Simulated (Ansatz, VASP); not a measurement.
# HfH6 in VASP and in Ansatz

File INCAR:

```
PREC = Accurate
ENCUT = 520
EDIFF = 1E-6
ISMEAR = 0
SIGMA = 0.1
LREAL = False
LASPH = True
NELM = 100
ALGO = Normal
ISIF = 2
LWAVE = False
LCHARG = False
GGA = PE
NBANDS = 17
```

File KPOINTS:

```
Automatic mesh
0
Gamma
  6 6 6
```

POSCAR

```
HfH6
1.0
   -2.4661794100      2.4661794100      2.4290013400
    2.4661794100     -2.4661794100      2.4290013400
    2.4661794100      2.4661794100     -2.4290013400
Hf H
1 6
Direct
    0.0000000000      0.0000000000      0.0000000000
    0.0000000000      0.2931927400      0.2931927400
    0.0000000000      0.7068072600      0.7068072600
    0.2931927400      0.0000000000      0.2931927400
    0.7068072600      0.0000000000      0.7068072600
    0.5000000000      0.0000000000      0.5000000000
    0.0000000000      0.5000000000      0.5000000000
```

Input for Ansatz:

```yaml
crystal:
  lattice:
    - [-2.46617941, 2.46617941, 2.42900134]
    - [2.46617941, -2.46617941, 2.42900134]
    - [2.46617941, 2.46617941, -2.42900134]
  atoms:
    - { symbol: Hf, position: [0.0, 0.0, 0.0] }
    - { symbol: H, position: [0.0, 0.29319274, 0.29319274] }
    - { symbol: H, position: [0.0, 0.70680726, 0.70680726] }
    - { symbol: H, position: [0.29319274, 0.0, 0.29319274] }
    - { symbol: H, position: [0.70680726, 0.0, 0.70680726] }
    - { symbol: H, position: [0.5, 0.0, 0.5] }
    - { symbol: H, position: [0.0, 0.5, 0.5] }
basis:
  ecutwfc: 420
kpoints:
  mp_grid: { grid: [6, 6, 6] }
hamiltonian:
  xc: pbe
scf:
  occupations: { method: gaussian, width: 0.1 }
  lower_state_search: "off"
output:
  forces: true
  stress: true
  eigenvalues: true
```

Alike in both runs: task single point; functional PBE; k mesh 6 × 6 × 6; occupations gaussian, width 0.1 eV; no spin polarisation.

|  | VASP | Ansatz |
| --- | --- | --- |
| version | VASP 6.6.1 | Ansatz 0.2.0 |
| potentials or method | VASP PAW PBE potentials, release 64 (Hf_pv, H) | scalar-relativistic, plane waves, PAW |
| plane-wave cutoff (eV) | 520 | 420 |
| valence electrons in the cell | 16 | 32 |

```tsv
	VASP	Ansatz	Ansatz less VASP
gap on the k mesh at the Fermi level (eV)	none	none	-
rms of the force components (eV/Å)	4.296	4.213	-0.0831
```

Atom by atom the forces differ by 0.083 eV/Å (rms over components). A gap of «none» marks a metal or a gap that the smearing closes. The two sets of potentials don't hold the same shells in valence.

Caveats: forces of over 1 eV/Å show positions far from the minimum, so gaps and moduli don't describe the material at rest. Spin-orbit coupling is left out, which matters for the levels of Hf.
